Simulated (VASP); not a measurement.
A run of VASP 6.6.1 is set up as follows.

The input POSCAR:

```
Mg
3.0365
   -0.605199077886      0.589739502717      0.534746253911
    0.628597727647     -0.594841099951      0.565903836654
    0.608841758604      0.598483780669     -0.540323727976
Mg
1
Direct
   -0.0197240000     -0.0011400000      0.0125050000
```

INCAR.step1

```
PREC = Accurate
ENCUT = 520
EDIFF = 1E-5
ISMEAR = 1
SIGMA = 0.2
LREAL = False
LASPH = True
NELM = 80
ALGO = Normal
ISIF = 2
LWAVE = True
LCHARG = False
GGA = PE
```

Contents of INCAR.step2:

```
PREC = Accurate
ENCUT = 520
EDIFF = 1E-6
ISMEAR = -5
SIGMA = 0.2
LREAL = False
LASPH = True
NELM = 80
ALGO = Normal
ISIF = 2
LWAVE = False
LCHARG = False
METAGGA = R2SCAN
LHFCALC = True
AEXX = 0.1
LMIXTAU = True
PRECFOCK = Fast
LUSE_VDW = True
IVDW_NL = 2
BPARAM = 11.95
CPARAM = 0.0093
LORBIT = 11
ISTART = 1
NEDOS = 1001
```

The input KPOINTS:

```
regular mesh
0
Gamma
  6 6 6
```

Potentials or basis: VASP PAW PBE potentials, release 54 (Mg).

Launch:

```console
$ cat potpaw_PBE.54/Mg/POTCAR > POTCAR
$ cp INCAR.step1 INCAR
$ mpirun -np 1 vasp_std > vasp.out
$ cp INCAR.step2 INCAR
$ mpirun -np 1 vasp_std > vasp.out
```

Task: Predict the pressure.

Result: -1.1 GPa.

Task: Estimate the band gap on the k mesh.

Result: None (metal or under the smearing width).

Stress tensor (GPa, compression positive):
```
-0.63 -0.58 -1.33
-0.58 -1.76  0.09
-1.33  0.09 -0.78
```

Caveat: the k mesh is coarse (spacing up to 0.43 Å⁻¹), so the values aren't converged, least of all with exact exchange; the PAW data sets were made with another functional, which shifts forces and pressure a little; pairwise dispersion overbinds metals, which lowers pressure and volume; tetrahedron occupations give inexact forces and stress in metals.
